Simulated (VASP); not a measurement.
# Ru in VASP: relaxation of the atoms with PBE

Aim: the relaxation of the atoms of Ru with PBE.

Everything below comes from runs of VASP 6.6.1. Logs are shortened: lines on timing, memory, paths and dates and some standing lists are left out, and cuts for length are marked.

**1. The slab as given**

The cell holds a slab with vacuum, 4 atoms: a = 2.719 Å, b = 2.719 Å, c = 25.632 Å, α = 90.00°, β = 90.00°, γ = 120.00°.

The cell was built by a generator and needn't be a form met in nature.

**2. Relaxation of the atoms, PBE**

INCAR reads:

```
SYSTEM = Ru
PREC = Accurate ; ENCUT = 240
EDIFF = 1E-7 ; ISMEAR = 1
SIGMA = 0.1 ; LREAL = .FALSE.
LASPH = .TRUE. ; NELM = 120
ALGO = Fast ; ISIF = 2
LWAVE = .FALSE. ; LCHARG = .FALSE.
LDIPOL = .TRUE. ; IDIPOL = 3
DIPOL = 0.5 0.5 0.500 ; GGA = PE
IBRION = 2 ; NSW = 90
EDIFFG = -0.02 ; KPAR = 2
```

KPOINTS reads:

```
regular mesh
0
G
  14 14 1
  0 0 0
```

POSCAR reads:

```
Ru
1.0
    2.7193470000      0.0000000000      0.0000000000
   -1.3596735000      2.3550235400      0.0000000000
    0.0000000000      0.0000000000     25.6324044400
Ru
4
Selective dynamics
Direct
    0.3333330000      0.6666670000      0.3742890300  F F F
    0.6666670000      0.3333330000      0.4580963400  T T T
    0.3333330000      0.6666670000      0.5419036600  T T T
    0.6666670000      0.3333330000      0.6257109700  T T T
```

Potentials or basis: VASP PAW PBE potentials, release 64 (Ru_pv).

The run is started by

```
$ cat potpaw_PBE.64/Ru_pv/POTCAR > POTCAR
$ mpirun -np 2 vasp_std > vasp.out
```

OUTCAR:

```text
SYSTEM = Ru
   PREC = Accurate
   ENCUT = 240
   EDIFF = 1E-7
   ISMEAR = 1
   LREAL = .FALSE.
   LASPH = .TRUE.
   NELM = 120
   ISIF = 2
   GGA = PE
   IBRION = 2
   NSW = 90
   EDIFFG = -0.02

 ion  position               nearest neighbor table
   1  0.333  0.667  0.374-   2 2.66   2 2.66   2 2.66
   2  0.667  0.333  0.458-   1 2.66   1 2.66   3 2.66   3 2.66   1 2.66   3 2.66
   3  0.333  0.667  0.542-   4 2.66   4 2.66   2 2.66   2 2.66   4 2.66   2 2.66
   4  0.667  0.333  0.626-   3 2.66   3 2.66   3 2.66

  LATTYP: Found a hexagonal cell.
 ALAT       =     2.7193470000
 C/A-ratio  =     9.4259410219

  Lattice vectors:

 A1 = (   2.7193470000,   0.0000000000,   0.0000000000)
 A2 = (  -1.3596735000,   2.3550235400,   0.0000000000)
 A3 = (   0.0000000000,   0.0000000000,  25.6324044400)

Analysis of symmetry for initial positions (statically):
=====================================================================
 Subroutine PRICEL returns:
 Original cell was already a primitive cell.

 Routine SETGRP: Setting up the symmetry group for a
 hexagonal supercell.

 Subroutine GETGRP returns: Found 12 space group operations
 (whereof 12 operations were pure point group operations)
 out of a pool of 24 trial point group operations.

The static configuration has the point symmetry D_3d.

Analysis of symmetry for dynamics (positions and initial velocities):
=====================================================================
 Subroutine PRICEL returns:
 Original cell was already a primitive cell.

 Routine SETGRP: Setting up the symmetry group for a
 hexagonal supercell.

 Subroutine GETGRP returns: Found 12 space group operations
 (whereof 12 operations were pure point group operations)
 out of a pool of 24 trial point group operations.

The dynamic configuration has the point symmetry D_3d.

Analysis of constrained symmetry for selective dynamics:
=====================================================================
 Subroutine PRICEL returns:
 Original cell was already a primitive cell.

 Routine SETGRP: Setting up the symmetry group for a
 hexagonal supercell.

 Subroutine GETGRP returns: Found  6 space group operations
 (whereof  6 operations were pure point group operations)
 out of a pool of 24 trial point group operations.

The constrained configuration has the point symmetry C_3v.

 Subroutine INISYM returns: Found  6 space group operations
 (whereof  6 operations are pure point group operations),
 and found     1 'primitive' translations

----------------------------------------------------------------------------------------

                                     Primitive cell

  volume of cell :     164.1532

  direct lattice vectors                    reciprocal lattice vectors
     2.719347000  0.000000000  0.000000000     0.367735342  0.212312103  0.000000000
    -1.359673500  2.355023540  0.000000000     0.000000000  0.424624206  0.000000000
     0.000000000  0.000000000 25.632404440     0.000000000  0.000000000  0.039013117

  length of vectors
     2.719347000  2.719346962 25.632404440     0.424624200  0.424624206  0.039013117

  position of ions in fractional coordinates (direct lattice)
     0.333333000  0.666667000  0.374289030
     0.666667000  0.333333000  0.458096340
     0.333333000  0.666667000  0.541903660
     0.666667000  0.333333000  0.625710970

  ion indices of the primitive-cell ions
   primitive index   ion index
                 1           1
                 2           2
                 3           3
                 4           4

----------------------------------------------------------------------------------------

 KPOINTS: regular mesh

Automatic generation of k-mesh.
 Grid dimensions read from file:
 generate k-points for:   14   14    1

 Generating k-lattice:

  Cartesian coordinates                     Fractional coordinates (reciprocal lattice)
     0.026266810  0.015165150  0.000000000     0.071428571  0.000000000  0.000000000
     0.000000000  0.030330300  0.000000000     0.000000000  0.071428571  0.000000000
     0.000000000  0.000000000  0.039013117     0.000000000  0.000000000  1.000000000

  Length of vectors
     0.030330300  0.030330300  0.039013117

  Shift w.r.t. Gamma in fractional coordinates (k-lattice)
     0.000000000  0.000000000  0.000000000

 Subroutine IBZKPT returns following result:
 ===========================================

 Found     24 irreducible k-points:

 Following reciprocal coordinates:
            Coordinates               Weight
  0.000000  0.000000  0.000000      1.000000
  0.071429  0.000000  0.000000      6.000000
  0.142857  0.000000  0.000000      6.000000
  0.214286  0.000000  0.000000      6.000000
  0.285714  0.000000  0.000000      6.000000
  0.357143  0.000000  0.000000      6.000000
[... 16 lines left out ...]
  0.285714  0.285714  0.000000      6.000000
  0.357143  0.285714  0.000000      6.000000
   k-points           NKPTS =     24   k-points in BZ     NKDIM =     24   number of bands    NBANDS=     33
   number of dos      NEDOS =    301   number of ions     NIONS =      4
   total plane-waves  NPLWV =  27440
   dimension x,y,z NGX =    14 NGY =   14 NGZ =  140
   dimension x,y,z NGXF=    28 NGYF=   28 NGZF=  280
   ions per type =               4
   NGX,Y,Z   is equivalent  to a cutoff of   8.56,  8.56,  9.08 a.u.
   NGXF,Y,Z  is equivalent  to a cutoff of  17.12, 17.12, 18.16 a.u.
 SYSTEM =  Ru
   PREC   = accura    normal or accurate (medium, high low for compatibility)
   ISTART =      0    job   : 0-new  1-cont  2-samecut
   ICHARG =      2    charge: 1-file 2-atom 10-const
   ISPIN  =      1    spin polarized calculation?
   LNONCOLLINEAR =      F non collinear calculations
   LSORBIT =      F    spin-orbit coupling
   LASPH  =      T    aspherical Exc in radial PAW
   ENCUT  =  240.0 eV  17.64 Ry    4.20 a.u.   3.44  3.44 32.38*2*pi/ulx,y,z
   NELM   =    120;   NELMIN=  2; NELMDL= -5     # of ELM steps
   EDIFF  = 0.1E-06   stopping-criterion for ELM
   LREAL  =      F    real-space projection
   EDIFFG = -.2E-01   stopping-criterion for IOM
   NSW    =     90    number of steps for IOM
   IBRION =      2    ionic relax: 0-MD 1-quasi-New 2-CG
   NFREE  =      1    steps in history (QN), initial steepest desc. (CG)
   ISIF   =      2    stress and relaxation
   ISYM   =      2    0-nonsym 1-usesym 2-fastsym
   POTIM  = 0.5000    time-step for ionic-motion
   TEBEG  =    0.0;   TEEND  =   0.0 temperature during run
   PSTRESS=    0.0 pullay stress
   NELECT =      56.0000    total number of electrons
   NUPDOWN=      -1.0000    fix difference up-down
   EMIN   =  10.00;   EMAX   =-10.00  energy-range for DOS
   EFERMI =   0.00;   METHOD = LEGACY
   ISMEAR =     1;   SIGMA  =   0.10  broadening in eV -4-tet -1-fermi 0-gaus
   EFERMI_NEDOS =   21; number of points for ismear=-14 and -15
   IALGO  =     68    algorithm
   IMIX   =      4    mixing-type and parameters
     AMIX     =   0.40;   BMIX     =  1.00
     AMIX_MAG =   1.60;   BMIX_MAG =  1.00
  volume/ion in A,a.u.               =      41.04       276.94
  Fermi-wavevector in a.u.,A,eV,Ry     =   1.143899  2.161656 17.803297  1.308505
  Thomas-Fermi vector in A             =   2.280593
   LORBIT       =      0    0 simple, 1 ext, 2 COOP (PROOUT), +10 PAW based schemes
   GGA     = PE    functional components
   LHFCALC =     F    Hartree Fock is set to
   AEXX    =    0.0000 exact exchange contribution
   IVDW    =     0    specifies the selected vdW correction
   LEPSILON=     F    determine dielectric tensor
   LRPA    =     F    only Hartree local field effects (RPA)
 conjugate gradient relaxation of ions
 non-spin polarized calculation
 RMM-DIIS sequential band-by-band and
 Methfessel and Paxton  Order N= 1 SIGMA  =   0.10
  energy-cutoff  :      240.00
  volume of cell :      164.15
 maximum number of plane-waves:      1430
 NGX is ok and might be reduce to    14
   NGX =  7   NGY =  7   NGZ = 65

--------------------------------------- Ionic step        1  -------------------------------------------

 number of electron      55.9999966 magnetization

 Free energy of the ion-electron system (eV)
  ---------------------------------------------------
  ext. energy  EPLUGINS =         0.00000000
  ---------------------------------------------------
  free energy    TOTEN  =       -34.66546548 eV

  energy without entropy =      -34.67013375  energy(sigma->0) =      -34.66702157

------------------------ aborting loop because EDIFF is reached ----------------------------------------

  FORCE on cell =-STRESS in cart. coord.  units (eV):
  Direction    XX          YY          ZZ          XY          YZ          ZX
  --------------------------------------------------------------------------------------
  -------------------------------------------------------------------------------------
  Total       -7.9852594     -7.9852591     -7.5556242      0.0000000      0.0000000      0.0000000
  in kB      -77.9382022    -77.9381993    -73.7448513      0.0000000      0.0000000      0.0000000
  external PRESSURE =     -76.5404176 kB  Pullay stress =       0.0000000 kB
[... 285 lines left out ...]
  FREE ENERGIE OF THE ION-ELECTRON SYSTEM (eV)
  ---------------------------------------------------
  free  energy   TOTEN  =       -34.7189777150 eV

  energy  without entropy=      -34.7180866467  energy(sigma->0) =      -34.71868069

 dipolmoment           0.000000      0.000000     -0.000011 electrons x Angstroem

--------------------------------------- Ionic step        9  -------------------------------------------

 number of electron      55.9999961 magnetization

 dipolmoment           0.000000      0.000000      0.000010 electrons x Angstroem

 Free energy of the ion-electron system (eV)
  ---------------------------------------------------
  ext. energy  EPLUGINS =         0.00000000
  ---------------------------------------------------
  free energy    TOTEN  =       -34.71939350 eV

  energy without entropy =      -34.71816434  energy(sigma->0) =      -34.71898378

 E-fermi :   0.9435     XC(G=0):  -5.5337

 val. band max:        0.9403764077   @ k =   0.2857   0.0714   0.0000
 cond. band min:       0.9479090300   @ k =   0.2143   0.0000   0.0000
 fundamental gap:      0.0075326223
 Fermi energy:         0.9434503929

 k-point     1 :       0.0000    0.0000    0.0000
  band No.  band energies     occupation
      1     -42.6755      2.00000
      2     -42.2791      2.00000
      3     -41.8806      2.00000
      4     -41.8806      2.00000
      5     -41.8014      2.00000
      6     -41.8014      2.00000
[... 853 lines left out ...]
     32       2.1957     -0.00000
     33       7.6140      0.00000

------------------------ aborting loop because EDIFF is reached ----------------------------------------

 vacuum level on the upper side and lower side of the slab       (xc-potential included)        -0.241        -0.246

  FORCE on cell =-STRESS in cart. coord.  units (eV):
  Direction    XX          YY          ZZ          XY          YZ          ZX
  --------------------------------------------------------------------------------------
  -------------------------------------------------------------------------------------
  Total       -6.8800941     -6.8800939     -4.2817390      0.0000000      0.0000000      0.0000000
  in kB      -67.1515026    -67.1515001    -41.7908825      0.0000000      0.0000000      0.0000000
  external PRESSURE =     -58.6979617 kB  Pullay stress =       0.0000000 kB

 VOLUME and BASIS-vectors are now :
 -----------------------------------------------------------------------------
  energy-cutoff  :      240.00
  volume of cell :      164.15
      direct lattice vectors                 reciprocal lattice vectors
     2.719347000  0.000000000  0.000000000     0.367735342  0.212312103  0.000000000
    -1.359673500  2.355023540  0.000000000     0.000000000  0.424624206  0.000000000
     0.000000000  0.000000000 25.632404440     0.000000000  0.000000000  0.039013117
[... 10 lines left out ...]
  FREE ENERGIE OF THE ION-ELECTRON SYSTEM (eV)
  ---------------------------------------------------
  free  energy   TOTEN  =       -34.7193934981 eV

  energy  without entropy=      -34.7181643450  energy(sigma->0) =      -34.71898378

 reached required accuracy - stopping structural energy minimisation

 vacuum level on the upper side and lower side of the slab         5.744         5.739
```

It took 1.7 min on 2 MPI ranks of Intel Xeon 6975P-C (Granite Rapids), shared host; peak memory 0.18 GiB.

Results:

| Property | Result |
| --- | --- |
| Free energy | -34.7194 eV |
| Energy gained by relaxing | 13.5 meV/atom |
| Ionic steps | 9 |
| Band gap on the k mesh | none (metal or under the smearing width) |

The path:
```
step  energy change (eV)  largest force (eV/Å)  pressure (GPa)
   1              0.0000                0.6971           -7.65
   2             -0.0300                0.5351           -7.19
   3             -0.0305                0.5113           -7.10
   4             -0.0357                0.4514           -6.95
   5             -0.0475                0.2637           -6.50
   6             -0.0527                0.1498           -5.53
   7             -0.0538                0.0562           -5.84
   8             -0.0535                0.1029           -5.92
   9             -0.0539                0.0065           -5.87
```

Final structure:
```
CELL_PARAMETERS angstrom
2.71935 0.00000 0.00000
-1.35967 2.35502 0.00000
0.00000 0.00000 25.63240
ATOMIC_POSITIONS crystal
Ru 0.33333 0.66667 0.37429
Ru 0.66667 0.33333 0.45516
Ru 0.33333 0.66667 0.53950
Ru 0.66667 0.33333 0.62039
```

Levels at points of the mesh, in eV from the Fermi level:
| k point | band 25 | band 26 | band 27 | band 28 | band 29 | band 30 | band 31 | band 32 |
| --- | --- | --- | --- | --- | --- | --- | --- | --- |
| (0.00, 0.00, 0.00) | -2.07 | -2.07 | -1.72 | -0.88 | -0.88 | 0.09 | 0.09 | 0.16 |
| (0.50, 0.00, 0.00) | 0.14 | 0.15 | 1.03 | 1.34 | 1.37 | 1.52 | 1.89 | 1.93 |

Caveat: the cutoff is under 1.25 times the usual one of these potentials, so pressure, stress and relaxed cells hold a basis-set (Pulay) error.
